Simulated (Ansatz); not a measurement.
# Sn: the cost of one run

Method: DFT PBE, scalar-relativistic, plane waves, PAW, in Ansatz 0.2.0.

3 further runs of the same task are left out: 1 that didn't finish, 2 set aside as unsound or not needed.

**1. Starting point**

Symmetry: Fd-3m, No. 227, cubic system. The conventional cell has a = 6.655 Å, b = 6.655 Å, c = 6.655 Å, α = 90.00°, β = 90.00°, γ = 90.00°. Sn (site symmetry -43m) has 4 Sn at 2.88 Å as nearest neighbours.

Structure file:

```cif
data_structure
_symmetry_space_group_name_H-M 'P 1'
_symmetry_Int_Tables_number 1
_cell_length_a 4.7055
_cell_length_b 4.7055
_cell_length_c 4.7055
_cell_angle_alpha 60.000
_cell_angle_beta 60.000
_cell_angle_gamma 60.000
_cell_volume 73.67
loop_
_atom_site_label
_atom_site_type_symbol
_atom_site_fract_x
_atom_site_fract_y
_atom_site_fract_z
_atom_site_occupancy
Sn1 Sn 0.00000 0.00000 0.00000 1
Sn2 Sn 0.25000 0.25000 0.25000 1
```

This cell was relaxed beforehand with the same method: volume 36.84 Å³/atom, gap on the mesh none (metal).

**2. Bands, states and charges**

Contents of input.yaml:

```yaml
crystal:
  lattice:
    - [0.0, 3.3273247537, 3.3273247537]
    - [3.3273247537, 0.0, 3.3273247537]
    - [3.3273247537, 3.3273247537, 0.0]
  atoms:
    - { symbol: Sn, position: [0.0, 0.0, 0.0] }
    - { symbol: Sn, position: [0.25, 0.25, 0.25] }
basis:
  ecutwfc: 420
kpoints:
  mp_grid: { grid: [12, 12, 12] }
  band_path:
    path:
      - [[0.0, 0.0, 0.0], [0.5, 0.0, 0.5], [0.625, 0.25, 0.625]]
      - [[0.375, 0.375, 0.75], [0.0, 0.0, 0.0], [0.5, 0.5, 0.5], [0.5, 0.25, 0.75], [0.5, 0.0, 0.5]]
    npoints: 14
hamiltonian:
  xc: pbe
scf:
  occupations: { method: gaussian, width: 0.1 }
  n_extra_bands: 6
output:
  forces: true
  stress: true
  eigenvalues: true
  populations: true
  dos: { projected: true, de: 0.02, nscf_kmesh: { grid: [18, 18, 18] } }
  bader: true
```

Run with:

```bash
ansatz run input.yaml --threads 1 --pin off --max-ram 2560MiB --backend cpu --events-out ev --progress --plain --runs-dir out
```

What time and memory should one allow on 1 thread of Intel Xeon Platinum 8259CL at 2.50GHz (Skylake/Cascade Lake), shared host?

About 39 s, with a peak of 0.48 GiB.
